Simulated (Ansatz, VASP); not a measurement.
## AlN in VASP and in Ansatz

```xyz
4
Lattice="3.1892 0.0000 0.0000 -1.5946 2.7619 0.0000 0.0000 0.0000 4.0620" Properties=species:S:1:pos:R:3 pbc="T T T"
Al    0.0000    1.8413    3.0465
Al    1.5946    0.9206    1.0155
N     0.0000    1.8413    1.0155
N     1.5946    0.9206    3.0465
```

Alike in both runs: task single point; functional PBE; k mesh 9 × 9 × 6; occupations gaussian, width 0.05 eV; no spin polarisation.

|  | VASP | Ansatz |
| --- | --- | --- |
| version | VASP 6.6.1 | Ansatz 0.2.0 |
| potentials or method | VASP PAW PBE potentials, release 64 (Al, N) | scalar-relativistic, plane waves, PAW |
| plane-wave cutoff (eV) | 520 | 520 |
| valence electrons in the cell | 16 | 16 |

```csv
,VASP,Ansatz,Ansatz less VASP
gap on the k mesh at the Fermi level (eV),4.05,4.04,-0.014
least direct gap on the mesh (eV),4.05,4.04,-0.014
pressure (GPa),27.4,27.6,+0.14
largest component of the traceless stress (GPa),5.23,5.37,+0.133
```

The functional is the same, so the differences come from potentials, cutoffs and numerics.

Caveats: so large a pressure means that the cell lies far from this level's equilibrium, or that cutoff or potentials fall short (VASP); an odd mesh through Γ misses points on the zone boundary, where band edges often lie.
